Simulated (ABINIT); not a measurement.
# SiC (Moissanite) (P6_3mc) in ABINIT: notebook

One crystal, SiC (Moissanite), is run at these levels: OLYP, LDA-VWN; tasks: band structure.

Everything below comes from runs of ABINIT 10.8.3 (patched build). Logs are shortened: lines on timing, memory, paths and dates and some standing lists are left out, and cuts for length are marked. The log counts tension as positive stress, the text compression.

### 1 The structure

It takes space group P6_3mc (No. 186, hexagonal). Conventional cell: a = 3.076 Å, b = 3.076 Å, c = 5.048 Å, α = 90.00°, β = 90.00°, γ = 120.00°. Si (site symmetry 3m) has 4 C at 1.87 to 1.94 Å as nearest neighbours. Around C (site symmetry 3m) lie 4 Si at 1.87 to 1.94 Å.

### 2 Band structure, OLYP

Contents of run.abi:

```
# Datasets: ground state, then fixed potential
ndtset 2

# Pseudopotentials
pp_dirpath "./"
pseudos "Si.upf, C.upf"

# Structure
acell 5.8127975593 5.8127975593 9.5393374771
rprim
     1.0000000000     0.0000000000     0.0000000000
    -0.5000000000     0.8660254038     0.0000000000
     0.0000000000     0.0000000000     1.0000000000
ntypat 2
znucl 14 6
natom 4
typat 1 1 2 2
xred
     0.6666666667     0.3333333333     0.5000000000
     0.3333333333     0.6666666667     0.0000000000
     0.6666666667     0.3333333333     0.8850000000
     0.3333333333     0.6666666667     0.3850000000

# Plane-wave basis
ecut 41.0

# Exchange and correlation
ixc -110131

# Bands and occupations
occopt 3
tsmear 0.05 eV

# SCF cycle
nstep 100

# Output
iomode 3
prtwf 0
prteig 0
prtebands 0
enunit 1
prtden1 1
prtvha1 1
prtvclmb1 1
prtpot1 1
prtelf1 1

# Dataset 1
kptopt1 1
ngkpt1 10 10 5
nshiftk1 1
shiftk1 0.0 0.0 0.0
nband1 12
tolvrs1 1.0e-10

# Dataset 2: bands along G-M-K-G-A-L-H-A
iscf2 -2
getden2 1
nband2 16
nbdbuf2 2
tolwfr2 1.0e-12
kptopt2 -7
ndivsm2 5
prteig2 1
kptbounds2
     0.0000000000     0.0000000000     0.0000000000
     0.5000000000     0.0000000000     0.0000000000
     0.3333333333     0.3333333333     0.0000000000
     0.0000000000     0.0000000000     0.0000000000
     0.0000000000     0.0000000000     0.5000000000
     0.5000000000     0.0000000000     0.5000000000
     0.3333333333     0.3333333333     0.5000000000
     0.0000000000     0.0000000000     0.5000000000
```

Potentials or basis: PseudoDojo NC SR PBE v0.4.1 standard.

Run with:

```
> abinit run.abi > log 2>&1
```

run.abo:

```text
.Version 10.8.3 of ABINIT
 DATASET    1 : space group P6_3 m c (#186); Bravais hP (primitive hexag.)
================================================================================
 Values of the parameters that define the memory need for DATASET  1.
     intxc =       0    ionmov =       0      iscf =       7    lmnmax =       6
     lnmax =       6     mgfft =      60  mpssoang =       3    mqgrid =    3001
     natom =       4  nloc_mem =       1    nspden =       1   nspinor =       1
    nsppol =       1      nsym =      12    n1xccc =    2501    ntypat =       2
    occopt =       3   xclevel =       2
       mpw =        3562          nfft =       77760          nkpt =          42
================================================================================
================================================================================

 DATASET    2 : space group P6_3 m c (#186); Bravais hP (primitive hexag.)
================================================================================
 Values of the parameters that define the memory need for DATASET  2.
     intxc =       0    ionmov =       0      iscf =      -2    lmnmax =       6
     lnmax =       6     mgfft =      60  mpssoang =       3    mqgrid =    3001
     natom =       4  nloc_mem =       1    nspden =       1   nspinor =       1
    nsppol =       1      nsym =      12    n1xccc =    2501    ntypat =       2
    occopt =       3   xclevel =       2
       mpw =        3562          nfft =       77760          nkpt =          56
================================================================================
================================================================================

--------------------------------------------------------------------------------
------------- Echo of variables that govern the present computation ------------
--------------------------------------------------------------------------------
 -outvars: echo values of preprocessed input variables --------
            acell      5.8127975593E+00  5.8127975593E+00  9.5393374771E+00 Bohr
              amu      2.80855000E+01  1.20110000E+01
             ecut      4.10000000E+01 Hartree
           enunit           1
           getden1          0
           getden2          1
             iscf1          7
             iscf2         -2
                       outvar_i_n : Printing only first  50 k-points.
              ixc     -110131
           jdtset        1    2
                       outvar_i_n : Printing only first  50 k-points.
           kptopt1          1
           kptopt2         -7
         kptrlatt       10    0    0      0   10    0      0    0    5
          kptrlen1     4.76966874E+01
          kptrlen2     3.00000000E+01
            natom           4
            nband1         12
            nband2         16
           nbdbuf1          0
           nbdbuf2          2
           ndtset           2
           ndivsm1          0
           ndivsm2          5
            ngfft          36      36      60
             nkpt1         42
             nkpt2         56
            nstep         100
             nsym          12
           ntypat           2
           occopt           3
        prtebands           0
           prteig1          0
           prteig2          1
           prtelf1          1
           prtelf2          0
           prtpot1          1
           prtpot2          0
         prtvclmb1          1
         prtvclmb2          0
           prtvha1          1
           prtvha2          0
            prtwf           0
            rprim      1.0000000000E+00  0.0000000000E+00  0.0000000000E+00
                      -5.0000000000E-01  8.6602540380E-01  0.0000000000E+00
                       0.0000000000E+00  0.0000000000E+00  1.0000000000E+00
           shiftk1     0.00000000E+00  0.00000000E+00  0.00000000E+00
           shiftk2     5.00000000E-01  5.00000000E-01  5.00000000E-01
          spgroup         186
           tolvrs1     1.00000000E-10
           tolvrs2     0.00000000E+00
           tolwfr1     0.00000000E+00
[... 246 lines left out ...]
  4.31E-13  1.78E-13  8.11E-13  3.74E-13  5.53E-13  2.95E-13  4.34E-13  8.77E-13
[... 308 lines left out ...]
  2.1619E-01  2.1619E-01  4.8158E-01  4.8158E-01  5.1283E-01  5.1283E-01
  5.4946E-01  5.4946E-01  6.0794E-01  6.0794E-01
 Non-SCF case, kpt   55 (  0.03030  0.03030  0.50000), residuals and eigenvalues=
  1.24E-13  7.98E-13  1.45E-13  4.39E-13  3.02E-13  6.98E-13  3.09E-13  5.91E-13
  3.87E-13  6.54E-13  3.31E-13  9.16E-13  3.09E-13  4.93E-13  9.16E-12  9.69E-11
 -2.6975E-01 -2.6975E-01  9.9653E-02  9.9653E-02  2.1796E-01  2.1796E-01
  2.2359E-01  2.2359E-01  4.7794E-01  4.7794E-01  5.2043E-01  5.2043E-01
  5.3217E-01  5.3217E-01  6.0324E-01  6.0324E-01
 Non-SCF case, kpt   56 (  0.00000  0.00000  0.50000), residuals and eigenvalues=
  6.82E-13  8.88E-13  8.13E-13  8.64E-13  4.83E-13  6.12E-13  3.80E-13  4.62E-13
  3.28E-13  9.87E-13  2.67E-13  7.16E-13  1.65E-13  4.26E-13  4.18E-11  6.28E-10
 -2.7145E-01 -2.7145E-01  9.9019E-02  9.9019E-02  2.2602E-01  2.2602E-01
  2.2602E-01  2.2602E-01  4.7340E-01  4.7340E-01  5.2681E-01  5.2681E-01
  5.2681E-01  5.2681E-01  5.9913E-01  5.9913E-01

--- !ResultsGS
iteration_state: {dtset: 2, }
comment   : Summary of ground state results
lattice_vectors:
- [  5.8127976,   0.0000000,   0.0000000, ]
- [ -2.9063988,   5.0340304,   0.0000000, ]
- [  0.0000000,   0.0000000,   9.5393375, ]
lattice_lengths: [   5.81280,    5.81280,    9.53934, ]
lattice_angles: [ 90.000,  90.000, 120.000, ] # degrees, (23, 13, 12)
lattice_volume:   2.7913818E+02
convergence: {deltae:  0.000E+00, res2:  0.000E+00, residm:  9.996E-13, diffor:  0.000E+00, }
etotal    :  -2.04939035E+01
entropy   :   0.00000000E+00
fermie    :   3.10199755E-01
cartesian_stress_tensor: null
pressure_GPa: null
xred      :
- [  6.6667E-01,   3.3333E-01,   5.0000E-01, Si]
- [  3.3333E-01,   6.6667E-01,   0.0000E+00, Si]
- [  6.6667E-01,   3.3333E-01,   8.8500E-01,  C]
- [  3.3333E-01,   6.6667E-01,   3.8500E-01,  C]
cartesian_forces: null
force_length_stats: {min: null, max: null, mean: null, }
...

 Integrated electronic density in atomic spheres:
 ------------------------------------------------
 Atom  Sphere_radius  Integrated_density
    1        2.00000          1.94907201
    2        2.00000          1.94907201
    3        2.00000          4.27606030
    4        2.00000          4.27606030
================================================================================

 ----iterations are completed or convergence reached----

 Mean square residual over all n,k,spin=   52.062E-14; max=  99.960E-14
 reduced coordinates (array xred) for    4 atoms
       0.666666666667      0.333333333333      0.500000000000
       0.333333333333      0.666666666667      0.000000000000
       0.666666666667      0.333333333333      0.885000000000
       0.333333333333      0.666666666667      0.385000000000

 cartesian coordinates (angstrom) at end:
    1      1.53799999894367     0.88796471341973     2.52399999828481
    2     -0.00000000000000     1.77592942683946     0.00000000000000
    3      1.53799999894367     0.88796471341973     4.46747999696411
    4     -0.00000000000000     1.77592942683946     1.94347999867930
 length scales=  5.812797559300  5.812797559300  9.539337477100 bohr
              =  3.075999997887  3.075999997887  5.047999996570 angstroms
 Eigenvalues (   eV  ) for nkpt=  56  k points:
 kpt#   1, nband= 16, wtk=  1.00000, kpt=  0.0000  0.0000  0.0000 (reduced coord)
  -8.56842   -5.09907   -1.50925    5.56127    5.56127    6.83980    6.83980    7.11997
  11.79470   13.23526   13.67066   13.67066   14.72091   15.83616   15.83616   18.57597
 kpt#   2, nband= 16, wtk=  1.00000, kpt=  0.0556  0.0000  0.0000 (reduced coord)
  -8.51500   -5.05301   -1.45983    5.24576    5.46558    6.63489    6.80916    7.08277
  12.01344   13.26192   13.61269   13.79357   14.82540   15.71953   15.98086   17.97982
 kpt#   3, nband= 16, wtk=  1.00000, kpt=  0.1111  0.0000  0.0000 (reduced coord)
  -8.35535   -4.91641   -1.31325    4.45136    5.21640    6.07606    6.70935    6.96560
  12.26620   13.34914   13.72265   14.12797   14.78301   15.71433   16.37073   17.16034
 kpt#   4, nband= 16, wtk=  1.00000, kpt=  0.1667  0.0000  0.0000 (reduced coord)
  -8.09140   -4.69463   -1.07563    3.42551    4.88771    5.28740    6.54131    6.75102
  11.93138   13.71089   14.15689   14.24022   14.54861   16.19621   16.57804   16.87111
 kpt#   5, nband= 16, wtk=  1.00000, kpt=  0.2222  0.0000  0.0000 (reduced coord)
  -7.72688   -4.39938   -0.76351    2.34248    4.38111    4.54231    6.33048    6.41661
  11.39885   13.30995   14.04456   14.82645   14.94802   16.26508   16.79908   17.41606
 kpt#   6, nband= 16, wtk=  1.00000, kpt=  0.2778  0.0000  0.0000 (reduced coord)
  -7.26850   -4.05567   -0.43466    1.35507    3.43423    4.22217    5.95131    6.11142
[... 137 lines left out ...]
  -6.65793   -6.65793    2.52184    2.52184    4.26851    4.26851    5.09080    5.09080
  12.58139   12.58139   14.31599   14.31599   15.68296   15.68296   16.99595   16.99595
 kpt#  53, nband= 16, wtk=  1.00000, kpt=  0.0909  0.0909  0.5000 (reduced coord)
  -6.97317   -6.97317    2.74038    2.74038    4.73435    4.73435    5.54550    5.54550
  12.87357   12.87357   14.07016   14.07016   15.58067   15.58067   16.58564   16.58564
 kpt#  54, nband= 16, wtk=  1.00000, kpt=  0.0606  0.0606  0.5000 (reduced coord)
  -7.20183   -7.20183    2.74851    2.74851    5.38138    5.38138    5.88285    5.88285
  13.10435   13.10435   13.95488   13.95488   14.95167   14.95167   16.54288   16.54288
 kpt#  55, nband= 16, wtk=  1.00000, kpt=  0.0303  0.0303  0.5000 (reduced coord)
  -7.34029   -7.34029    2.71169    2.71169    5.93097    5.93097    6.08416    6.08416
  13.00540   13.00540   14.16150   14.16150   14.48096   14.48096   16.41499   16.41499
 kpt#  56, nband= 16, wtk=  1.00000, kpt=  0.0000  0.0000  0.5000 (reduced coord)
  -7.38665   -7.38665    2.69445    2.69445    6.15040    6.15040    6.15040    6.15040
  12.88180   12.88180   14.33524   14.33524   14.33524   14.33524   16.30319   16.30319

== END DATASET(S) ==============================================================
================================================================================

 -outvars: echo values of variables after computation  --------
            acell      5.8127975593E+00  5.8127975593E+00  9.5393374771E+00 Bohr
           etotal1    -2.0493903521E+01
            fcart1    -1.8529083084E-28 -1.0697771106E-28  1.4365597388E-02
                       1.8529083084E-28  1.0697771106E-28  1.4365597388E-02
                       3.7058166168E-28  2.1395542212E-28 -1.4365597388E-02
                      -3.7058166168E-28 -2.1395542212E-28 -1.4365597388E-02
            rprim      1.0000000000E+00  0.0000000000E+00  0.0000000000E+00
                      -5.0000000000E-01  8.6602540380E-01  0.0000000000E+00
                       0.0000000000E+00  0.0000000000E+00  1.0000000000E+00
           strten1     4.3917605110E-06  4.3917603093E-06  1.7110429117E-04
                       0.0000000000E+00  0.0000000000E+00  0.0000000000E+00
           xangst      1.5379999989E+00  8.8796471342E-01  2.5239999983E+00
                      -2.2766973476E-16  1.7759294268E+00  0.0000000000E+00
                       1.5379999989E+00  8.8796471342E-01  4.4674799970E+00
                      -2.2766973476E-16  1.7759294268E+00  1.9434799987E+00
             xred      6.6666666667E-01  3.3333333333E-01  5.0000000000E-01
                       3.3333333333E-01  6.6666666667E-01  0.0000000000E+00
                       6.6666666667E-01  3.3333333333E-01  8.8500000000E-01
                       3.3333333333E-01  6.6666666667E-01  3.8500000000E-01
 Calculation completed.
```

It took 93 s on 1 thread of Arm Neoverse V2, shared host; peak memory 0.12 GiB.

Results:

- Free energy: -557.6675 eV
- Pressure: -1.8 GPa
- Largest force: 0.739 eV/Å
- Band gap on the k mesh: 2.70 eV, indirect (least direct gap 4.23 eV)
- Band gap along the path: 2.54 eV, indirect (least direct gap 4.23 eV)
- Valence electrons inside the program's atomic spheres: Si 1.95; C 4.28

Forces in eV/Å, atoms in the order of the input:
```
Si   0.000  0.000  0.739
Si   0.000  0.000  0.739
C    0.000  0.000 -0.739
C    0.000  0.000 -0.739
```

Stress tensor (GPa, compression positive):
```
-0.13  0.00  0.00
 0.00 -0.13  0.00
 0.00  0.00 -5.03
```

Levels at the corners of the path, in eV from the valence-band top:
```
point  band 5  band 6  band 7  band 8  band 9  band 10  band 11  band 12
    Γ   -1.56   -0.28   -0.28    0.00    4.67     6.12     6.55     6.55
    M   -5.40   -3.53   -3.20   -1.49    2.74     4.32     6.86     7.27
    K   -6.50   -4.08   -4.01   -4.01    2.54     8.16     8.70     8.70
    Γ   -1.56   -0.28   -0.28    0.00    4.67     6.12     6.55     6.55
    A   -0.97   -0.97   -0.97   -0.97    5.76     5.76     7.22     7.22
    L   -2.68   -2.68   -2.33   -2.33    3.31     3.31     5.09     5.09
    H   -5.78   -5.78   -1.75   -1.75    4.88     4.88     6.15     6.15
    A   -0.97   -0.97   -0.97   -0.97    5.76     5.76     7.22     7.22
```

Caveat: the potentials were made for another functional, which shifts forces and pressure; the mesh misses the band edges, which the band path finds closer together.

### 3 Band structure, LDA-VWN

Contents of run.abi:

```
ndtset 2

pp_dirpath "./"
pseudos "Si.LDA_PW-JTH.xml, C.LDA_PW-JTH.xml"

acell 3*1.0 Angstrom
rprim
     3.0760000000     0.0000000000     0.0000000000
    -1.5380000000     2.6638941420     0.0000000000
     0.0000000000     0.0000000000     5.0480000000
ntypat 2
znucl 14 6
natom 4
typat 1 1 2 2
xred
     0.6666666667     0.3333333333     0.5000000000
     0.3333333333     0.6666666667     0.0000000000
     0.6666666667     0.3333333333     0.8850000000
     0.3333333333     0.6666666667     0.3850000000

ecut 20.0
pawecutdg 40.0

ixc -1007

occopt 3
tsmear 0.05 eV

nstep 100

iomode 3
prtwf 0
prteig 0
prtebands 0
enunit 2
prtden1 1
prtvha1 1
prtvclmb1 1
prtpot1 1

kptopt1 1
ngkpt1 10 10 5
nshiftk1 1
shiftk1 0.0 0.0 0.0
nband1 12
tolvrs1 1.0e-9

iscf2 -2
getden2 1
nband2 16
nbdbuf2 2
tolwfr2 1.0e-12
kptopt2 -7
ndivsm2 8
prteig2 1
prtvol2 -3
kptbounds2
     0.0000000000     0.0000000000     0.0000000000
     0.5000000000     0.0000000000     0.0000000000
     0.3333333333     0.3333333333     0.0000000000
     0.0000000000     0.0000000000     0.0000000000
     0.0000000000     0.0000000000     0.5000000000
     0.5000000000     0.0000000000     0.5000000000
     0.3333333333     0.3333333333     0.5000000000
     0.0000000000     0.0000000000     0.5000000000
```

Potentials or basis: JTH PAW LDA v2.0.

Run with:

```
> abinit run.abi > log 2>&1
```

Wall time 48 s (1 thread of Arm Neoverse V2, shared host); peak memory 0.11 GiB.

The run converged. Its results:

```
Free energy                                           : -533.5652 eV
Pressure                                              : -4.4 GPa
Largest force                                         : 0.733 eV/Å
Band gap on the k mesh                                : 2.37 eV, indirect (least direct gap 4.00 eV)
Band gap along the path                               : 2.21 eV, indirect (least direct gap 4.00 eV)
Valence electrons inside the program's atomic spheres : Si 1.68; C 2.57
```

Forces on the atoms (eV/Å):
```
Si   0.000  0.000  0.733
Si   0.000  0.000  0.733
C    0.000  0.000 -0.733
C    0.000  0.000 -0.733
```

Stress tensor (GPa, compression positive):
```
-3.02  0.00  0.00
 0.00 -3.02  0.00
 0.00  0.00 -7.15
```

Levels at the corners of the path, in eV from the valence-band top:
| point | band 6 | band 7 | band 8 | band 9 | band 10 | band 11 |
| --- | --- | --- | --- | --- | --- | --- |
| Γ | -0.27 | -0.27 | 0.00 | 4.56 | 5.99 | 6.38 |
| M | -3.57 | -3.30 | -1.50 | 2.49 | 4.15 | 6.65 |
| K | -4.15 | -4.07 | -4.07 | 2.21 | 7.91 | 8.59 |
| Γ | -0.27 | -0.27 | 0.00 | 4.56 | 5.99 | 6.38 |
| A | -0.97 | -0.97 | -0.97 | 5.62 | 5.62 | 7.07 |
| L | -2.71 | -2.35 | -2.35 | 3.10 | 3.10 | 4.90 |
| H | -5.91 | -1.77 | -1.77 | 4.76 | 4.76 | 5.88 |
| A | -0.97 | -0.97 | -0.97 | 5.62 | 5.62 | 7.07 |

Caveat: the mesh misses the band edges, which the band path finds closer together.
